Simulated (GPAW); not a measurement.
Runs of GPAW 26.7.0 on InP. The structure is cubic, space group F-43m (No. 216). The conventional cell has a = 5.861 Å, b = 5.861 Å, c = 5.861 Å, α = 90.00°, β = 90.00°, γ = 90.00°. In (site symmetry -43m) is surrounded by 4 P at 2.54 Å. Around P (site symmetry -43m) lie 4 In at 2.54 Å. 

```csv
task,level,potentials or basis,spin,band path,band points,spin axis theta (degrees),spin axis phi (degrees),eigensolver,gap on the mesh (eV),V0 of scaled cells (Å³/atom),B0 (GPa)
band structure,rSCAN,"GPAW PAW data sets (gpaw-data 1.2.1), pw","SOC, no magnetisation","GXWKGLUWLK,UX",100,54.7,45,-,1.09,-,-
equation of state,PBEsol+D4,"PAW data sets generated in the run's folder for this functional, pw",off,-,-,-,-,-,-,(a),(b)
equation of state,OLYP+D4,"PAW data sets generated in the run's folder for this functional, pw",off,-,-,-,-,davidson,-,24.74,68
band structure,vdW-DF-cx,"GPAW PAW data sets (gpaw-data 1.2.1), pw","SOC, no magnetisation","GXWKGLUWLK,UX",80,90,0,-,0.65,-,-
band structure,vdW-DF2,"GPAW PAW data sets (gpaw-data 1.2.1), pw","SOC, no magnetisation","GXWKGLUWLK,UX",60,0,0,-,0.54,-,-
```

Alike in all rows: cell as given; k mesh 6 × 6 × 6; cutoff (eV) 600; smearing fermi-dirac 0.05 eV.

Fill in the values left out.

(a) 24.88; (b) 71.

Caveats: spin-orbit coupling was added after a scalar SCF, so levels and gaps hold it while energy, forces, pressure and moments don't (some runs); this program's spin-orbit splittings come out too wide for heavy elements (some runs); the PAW data sets were made with another functional, which shifts forces and pressure a little (some runs).

A k mesh can miss the band edges, and rows without SOC leave out spin-orbit coupling on In.

Runs at the PBE level aren't shown here.
